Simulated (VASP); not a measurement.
# TaN (Fm-3m) under biaxial strain in the (111) plane

How do stress and energy of TaN follow biaxial strain in the (111) plane?

Program: VASP 6.6.1. Level of theory: PBEsol; plane waves and PAW (Ta_pv, N); cell typed or built by script, in the first sound run; inputs show where later runs differ. Results are calculated unless marked as measured.

**1. Set-up**

It takes space group Fm-3m (No. 225, cubic). Conventional cell: a = 4.390 Å, b = 4.390 Å, c = 4.390 Å, α = 90.00°, β = 90.00°, γ = 90.00°. Nearest to Ta lie 6 N at 2.19 Å. Nearest to N lie 6 Ta at 2.19 Å. Farther neighbours and most contacts between anions are not listed.

As a file:

```xyz
2
Lattice="0.0000 2.1950 2.1950 2.1950 0.0000 2.1950 2.1950 2.1950 0.0000" Properties=species:S:1:pos:R:3 pbc="T T T"
Ta    0.0000    0.0000    0.0000
N     2.1950    2.1950    2.1950
```

**2. Relax the crystal, PBEsol**

The series starts from the cell that this level prefers, so that zero strain is near zero stress.

Level: PBEsol; plane waves and PAW (Ta_pv, N); cell typed or built by script.

Contents of INCAR:

```
SYSTEM = TaN
PREC = Accurate
ENCUT = 600
EDIFF = 1E-07
NELM = 120
ISMEAR = 1
SIGMA = 0.15
LREAL = .FALSE.
ALGO = Normal
GGA = PS
NBANDS = 14
LASPH = .TRUE.
LORBIT = 11
LWAVE = .FALSE.
LCHARG = .FALSE.
KPAR = 8
IBRION = 2
NSW = 40
ISIF = 3
EDIFFG = -0.005
POTIM = 0.4
```

Contents of POSCAR:

```
TaN
1.0
    0.0000000000      2.1950000000      2.1950000000
    2.1950000000      0.0000000000      2.1950000000
    2.1950000000      2.1950000000      0.0000000000
Ta N
1 1
Direct
    0.0000000000      0.0000000000      0.0000000000
    0.5000000000      0.5000000000      0.5000000000
```

Contents of KPOINTS:

```
Automatic mesh
0
Gamma
20 20 20
0 0 0
```

Potentials, in the order of the species: Ta_pv and N (PBE family, release 64).

The run is started by

```console
mpirun -np 8 vasp_std
```

What it wrote:

```text
[banner, memory and clock lines left out]
running    8 mpi-ranks, on    1 nodes
[...]
|                                                                             |
|           W    W    AA    RRRRR   N    N  II  N    N   GGGG   !!!           |
|           W    W   A  A   R    R  NN   N  II  NN   N  G    G  !!!           |
|           W    W  A    A  R    R  N N  N  II  N N  N  G       !!!           |
|           W WW W  AAAAAA  RRRRR   N  N N  II  N  N N  G  GGG   !            |
|           WW  WW  A    A  R   R   N   NN  II  N   NN  G    G                |
|           W    W  A    A  R    R  N    N  II  N    N   GGGG   !!!           |
|                                                                             |
|     For optimal performance we recommend to set                             |
|       NCORE = 2 up to number-of-cores-per-socket                            |
|     NCORE specifies how many cores store one orbital (NPAR=cpu/NCORE).      |
|     This setting can greatly improve the performance of VASP for DFT.       |
[...]
DAV:   7    -0.232131383590E+02    0.22749E-06   -0.36585E-08  6616   0.212E-03    0.264E-04
DAV:   8    -0.232131383785E+02   -0.19511E-07   -0.22880E-09  4382   0.608E-04
   2 F= -.23213138E+02 E0= -.23213280E+02  d E =0.254945E-02
 trial-energy change:    0.002549  1 .order    0.002638   -0.007090    0.012366
 step:   0.3708(harm=  0.3644)  dis= 0.00000  next Energy=   -23.217007 (dE=-0.132E-02)
[...]
N       E                     dE             d eps       ncg     rms          rms(c)
DAV:   1    -0.232281091197E+02   -0.14971E-01   -0.36160E-01  7576   0.709E+00    0.122E+00
DAV:   2    -0.232193375343E+02    0.87716E-02   -0.10354E-02  8626   0.107E+00    0.497E-01
DAV:   3    -0.232170017317E+02    0.23358E-02   -0.62927E-03  8794   0.836E-01    0.858E-02
DAV:   4    -0.232170115009E+02   -0.97692E-05   -0.55372E-05  8310   0.831E-02    0.462E-02
DAV:   5    -0.232170145287E+02   -0.30278E-05   -0.14285E-05  9934   0.389E-02    0.889E-03
DAV:   6    -0.232170143010E+02    0.22774E-06   -0.65631E-07  8756   0.822E-03    0.279E-03
DAV:   7    -0.232170143867E+02   -0.85752E-07   -0.16790E-08  5906   0.136E-03
   3 F= -.23217014E+02 E0= -.23217156E+02  d E =-.132656E-02
[...]
reached required accuracy - stopping structural energy minimisation
```

Run time: 53 s. Hardware: 8 MPI ranks of AMD EPYC 7R43, shared host; peak memory 1.8 GiB.

The logs omit lines about the potential files and the build; timing stands in the text.

OUTCAR, selected parts (step 2):

```text
  Total       -0.0004286     -0.0004286     -0.0004286     -0.0000000     -0.0000000      0.0000000
  in kB       -0.0327085     -0.0327085     -0.0327085     -0.0000000     -0.0000000      0.0000000
  external PRESSURE =      -0.0327085 kB  Pullay stress =       0.0000000 kB

 POSITION                                       TOTAL-FORCE (eV/Angst)
 -----------------------------------------------------------------------------------
      0.00000      0.00000      0.00000        -0.000000      0.000000     -0.000000
      2.18950      2.18950      2.18950         0.000000     -0.000000      0.000000
 -----------------------------------------------------------------------------------
    total drift:                                0.000000      0.000000      0.000000

  FREE ENERGIE OF THE ION-ELECTRON SYSTEM (eV)
  ---------------------------------------------------
  free  energy   TOTEN  =       -23.2170143867 eV

  energy  without entropy=      -23.2174388039  energy(sigma->0) =      -23.21715586

 reached required accuracy - stopping structural energy minimisation

[... 3 further parts left out ...]
[key lines of the parts left out:]
E-fermi :   9.5104
```

This run gave:

```
energy(sigma→0) of the program : -23.2172 eV
stress, compression positive   : 0.00 along [111], 0.00 across it (mean), GPa
volume                         : 20.993 Å³
ionic steps                    : 3
```

**3. Strain along the normal, PBEsol**

One member in full: the plane is strained by -2 %, and the strain along the normal is moved by secant steps until the normal stress is under 0.012 GPa or five steps are spent; the atoms relax at each step.

This step took 4 runs, each at a new trial strain with the atoms of the one before; the last is shown.

Level: PBEsol; plane waves and PAW (Ta_pv, N); cell typed or built by script.

Changes to INCAR since step 2:

```diff
@@ -15,7 +15,7 @@
 LCHARG = .FALSE.
-KPAR = 8
-IBRION = 2
-NSW = 40
-ISIF = 3
-EDIFFG = -0.005
-POTIM = 0.4
+KPAR = 2
+IBRION = 1
+NSW = 25
+ISIF = 2
+EDIFFG = -0.004
+POTIM = 0.3
```

Contents of POSCAR:

```
TaN
1.0
    0.0714491140      2.2171629040      2.2171629040
    2.2171629040      0.0714491140      2.2171629040
    2.2171629040      2.2171629040      0.0714491140
Ta N
1 1
Direct
    0.0000000000      0.0000000000      0.0000000000
    0.5000000000      0.5000000000      0.5000000000
```

KPOINTS is that of step 2.

The run is started by

```console
mpirun -np 2 vasp_std
```

What it wrote:

```text
[banner, memory and clock lines left out]
running    2 mpi-ranks, on    1 nodes
[...]
[... a notice as in an earlier step ...]

 LDA part: xc-table for (Slater+PW92), standard interpolation
 POSCAR, INCAR and KPOINTS ok, starting setup
[...]
entering main loop
       N       E                     dE             d eps       ncg     rms          rms(c)
DAV:   1     0.104288957638E+03    0.10429E+03   -0.95438E+03 21890   0.133E+03
DAV:   2    -0.223222262527E+02   -0.12661E+03   -0.12017E+03 26882   0.346E+02
DAV:   3    -0.259684190684E+02   -0.36462E+01   -0.36027E+01 25778   0.578E+01
DAV:   4    -0.259882428129E+02   -0.19824E-01   -0.19816E-01 25194   0.441E+00
[...]
DAV:  12    -0.231963279143E+02    0.30450E-07   -0.37915E-06 28402   0.204E-02    0.142E-03
DAV:  13    -0.231963277820E+02    0.13228E-06   -0.14943E-07 22098   0.336E-03    0.696E-04
DAV:  14    -0.231963277664E+02    0.15550E-07   -0.62581E-09 14210   0.108E-03
   1 F= -.23196328E+02 E0= -.23196073E+02  d E =-.231963E+02
 BRION: g(F)=  0.473E-59 g(S)=  0.000E+00
 reached required accuracy - stopping structural energy minimisation
```

Run time: 3.2 min. Hardware: 2 MPI ranks; peak memory 0.74 GiB.

Parts of OUTCAR (step 3):

```text
  Total        0.5889662      0.5889662      0.5889662     -0.2944738     -0.2944738     -0.2944738
  in kB       45.4870641     45.4870641     45.4870641    -22.7428110    -22.7428110    -22.7428110
  external PRESSURE =      45.4870641 kB  Pullay stress =       0.0000000 kB

 POSITION                                       TOTAL-FORCE (eV/Angst)
 -----------------------------------------------------------------------------------
      0.00000      0.00000      0.00000         0.000000     -0.000000      0.000000
      2.25289      2.25289      2.25289        -0.000000      0.000000     -0.000000
 -----------------------------------------------------------------------------------
    total drift:                                0.000000      0.000000      0.000000

  FREE ENERGIE OF THE ION-ELECTRON SYSTEM (eV)
  ---------------------------------------------------
  free  energy   TOTEN  =       -23.1963277664 eV

  energy  without entropy=      -23.1955630668  energy(sigma->0) =      -23.19607287

[... 1 part as in an earlier step ...]

[... 3 further parts left out ...]
[key lines of the parts left out:]
E-fermi :   9.6163
```

Numbers from this step:

```
energy(sigma→0) of the program : -23.1961 eV
stress, compression positive   : 0.00 along [111], 6.82 across it (mean), GPa
ionic steps                    : 1
```

**4. The whole series**

The other members went through these steps as far as the tables show, with the same cutoff and, step by step, the same mesh; 24 runs are not shown. The session took 2.7 core hours (wall time by ranks) on a shared machine.

| in-plane strain (%) | strain along the normal (%) | in-plane stress, tension positive (GPa) | energy above the unstrained row, extrapolated to no smearing (meV/atom) |
| --- | --- | --- | --- |
| -2.000 | 2.895 | -6.823 | 10.412 |
| -1.500 | 2.048 | -5.630 | 6.206 |
| -1.000 | 1.297 | -4.013 | 2.908 |
| -0.500 | 0.626 | ? | ? |
| 0 | 0.000 | -0.002 | 0.000 |
| 0.500 | -0.614 | 2.019 | 0.613 |
| 1.000 | -1.222 | 3.964 | 2.545 |
| 1.500 | -1.843 | 5.734 | 5.733 |
| 2.000 | -2.503 | 7.209 | 10.002 |

**5. Stress from the known rows**

A least-squares parabola through the 8 rows shown, with e the strain in %: stress = 0.03669 e² + 3.667 e + 0.01051 (GPa), r.m.s. residual 0.25 GPa.

At e = -0.5 this predicts -1.814 GPa.

**6. Checking the prediction**

The calculation gives -2.074 GPa, so the prediction is 0.260 GPa too high, within twice the residual of the fit.

Slopes at zero strain, from cubics through all rows: strain ratio -1.230, stress over strain 415 GPa.

**7. What came out**

```
error of the predicted stress      : 0.260 GPa
ratio of normal to in-plane strain : -1.230
biaxial modulus                    : 415 GPa
```

**Reading.** As a check, the curvature of the energy gives 425 GPa for the same modulus (energy per volume = M × strain²), 2 % from the slope of the stress; these energies are extrapolated to no smearing, while the stress belongs to the free energy, so part of the difference may come from that. The energy also has a linear term worth 0.16 GPa that the stress column lacks, a mark of the finite basis or of the smearing. These are static values: temperature and zero-point motion are left out. In a metal the slopes also depend on mesh and smearing, which were held through the series.

[Lines on the potential files, build, host, timing and source positions are cut from VASP's logs without a mark.]

[Logs are printed without paths, hosts, clocks, repeated set-up lines and the standing remarks that a program may print on its own settings, such as how far it seeks lower states.]

[Hosts, paths, dates, database ids (printed as entryN), source tags and the programs' standing remarks are cut or masked in the printed files.]

[In band tables of VASP the shares of atoms and orbitals are scaled to a sum of 1 inside the atoms' spheres.]
